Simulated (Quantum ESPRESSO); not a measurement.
TaN under changes of volume

One of the cells (15.298 Å³/atom); the others are scaled copies at fixed shape and fractional positions:

```
Ta N
1.0
     3.66304    0.00000    0.00000
     0.00000    3.66304    0.00000
     0.00000    0.00000    4.56049
Ta N
2 2
Direct
  0.00000 0.50000 0.00000
  0.50000 0.00000 0.50000
  0.00000 0.00000 0.25000
  0.00000 0.00000 0.75000
```

The cell comes from a database or a generator and needn't be the stable form of this composition.

* Program: Quantum ESPRESSO 7.5
* Functional: PBE
* Potentials or basis: SSSP 1.3 efficiency PBE
* Cutoff: 816 eV
* Density cutoff: 6531 eV
* k mesh: 7 × 7 × 6
* Occupations: fermi-dirac, width 0.05 eV
* Spin: no spin polarisation

```tsv
volume (Å³/atom)	energy over the lowest point (meV/atom)	pressure (GPa)
14.380	0.00	-9.4
14.686	?	?
14.992	50.26	-16.9
15.298	85.28	-20.0
15.604	125.91	-22.8
15.910	171.52	-25.2
16.216	221.53	-27.4
```

What does the run at 14.686 Å³/atom give?

Energy over the lowest point 21.57 meV/atom; pressure -13.4 GPa.

Worked out: A Birch-Murnaghan fit of order 3 (a polynomial in V^(-2/3)) to the other rows has no minimum within the range. It gives 21.57 meV/atom at 14.686 Å³/atom, against the run's 21.57, and -dE/dV = -13.2 GPa, against -13.4.

Energies are extrapolated to zero smearing.
